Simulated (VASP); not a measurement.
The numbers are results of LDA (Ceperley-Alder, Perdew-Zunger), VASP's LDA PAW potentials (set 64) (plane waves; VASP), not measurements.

The input files of a VASP run:

**INCAR**
```
ALGO = Normal
EDIFF = 1E-6
EDIFFG = -0.02
ENCUT = 620
IBRION = 2
ISIF = 3
ISMEAR = 0
LASPH = .True.
LCHARG = .False.
LREAL = .False.
LWAVE = .False.
NELM = 100
NSW = 40
PREC = Accurate
PSTRESS = 450
SIGMA = 0.05
SYSTEM = Li2O
```

**POSCAR**
```
Li2O
1
   -0.0000000000     2.0467574301     2.0467574301
    2.0467574301     0.0000000000     2.0467574301
    2.0467574301     2.0467574301     0.0000000000
Li O
2 1
Direct
  0.2500000000   0.2500000000   0.2500000000
  0.7500000000   0.7500000000   0.7500000000
  0.0000000000   0.0000000000   0.0000000000
```

**KPOINTS**
```
kpoints
0
gamma
  9 9 9
0 0 0
```

POTCAR, in this order: Li_sv O (LDA.64 set). Program: vasp_std.

What VASP printed:

**OSZICAR**
```
       N       E                     dE             d eps       ncg     rms          rms(c)
DAV:   1     0.455264070417E+02    0.45526E+02   -0.73649E+03   700   0.151E+03
DAV:   2    -0.119210126290E+02   -0.57447E+02   -0.54697E+02   796   0.272E+02
DAV:   3    -0.169041719856E+02   -0.49832E+01   -0.49568E+01  1182   0.691E+01
DAV:   4    -0.170191660372E+02   -0.11499E+00   -0.11494E+00   930   0.959E+00
DAV:   5    -0.170199742876E+02   -0.80825E-03   -0.80821E-03  1036   0.666E-01    0.789E+00
DAV:   6    -0.151269178686E+02    0.18931E+01   -0.84489E+00   706   0.209E+01    0.252E+00
DAV:   7    -0.151153491819E+02    0.11569E-01   -0.15045E-01   804   0.394E+00    0.156E+00
DAV:   8    -0.151093373290E+02    0.60119E-02   -0.62170E-02  1054   0.264E+00    0.301E-01
DAV:   9    -0.151084319772E+02    0.90535E-03   -0.65343E-03   842   0.720E-01    0.124E-01
DAV:  10    -0.151084200061E+02    0.11971E-04   -0.70229E-04   800   0.235E-01    0.128E-02
DAV:  11    -0.151084183290E+02    0.16771E-05   -0.19074E-05   824   0.572E-02    0.471E-03
DAV:  12    -0.151084181790E+02    0.15001E-06   -0.10918E-06   546   0.128E-02
   1 F= -.10291924E+02 E0= -.10291924E+02  d E =-.102919E+02
```

File OUTCAR:
```
------------------------ aborting loop because EDIFF is reached ----------------------------------------
  FORCE on cell =-STRESS in cart. coord.  units (eV):
  Direction    XX          YY          ZZ          XY          YZ          ZX
  --------------------------------------------------------------------------------------
  Total        4.8413759      4.8413759      4.8413759     -0.0000000     -0.0000000      0.0000000
  in kB      452.3246545    452.3246545    452.3246545     -0.0000000     -0.0000000      0.0000000
  external PRESSURE =       2.3246545 kB  Pullay stress =     450.0000000 kB
  volume of cell :       17.15
      direct lattice vectors                 reciprocal lattice vectors
     0.000000000  2.046757430  2.046757430    -0.244288841  0.244288841  0.244288841
     2.046757430  0.000000000  2.046757430     0.244288841 -0.244288841  0.244288841
     2.046757430  2.046757430  0.000000000     0.244288841  0.244288841 -0.244288841
 POSITION                                       TOTAL-FORCE (eV/Angst)
 -----------------------------------------------------------------------------------
      1.02338      1.02338      1.02338         0.000000     -0.000000      0.000000
      3.07014      3.07014      3.07014        -0.000000      0.000000     -0.000000
      0.00000      0.00000      0.00000        -0.000000     -0.000000      0.000000
 -----------------------------------------------------------------------------------
    total drift:                               -0.000000      0.000000      0.000000
  FREE ENERGIE OF THE ION-ELECTRON SYSTEM (eV)
  ---------------------------------------------------
  free  energy   TOTEN  =       -15.1084181790 eV

  energy  without entropy=      -15.1084181790  energy(sigma->0) =      -15.10841818
  enthalpy is  TOTEN    =       -10.2919238427 eV   P V=        4.8164943363

 reached required accuracy - stopping structural energy minimisation
```
(Selected blocks of OUTCAR.)

The compound is Li2O in the antifluorite structure. It was relaxed first under an external pressure of 45 GPa.
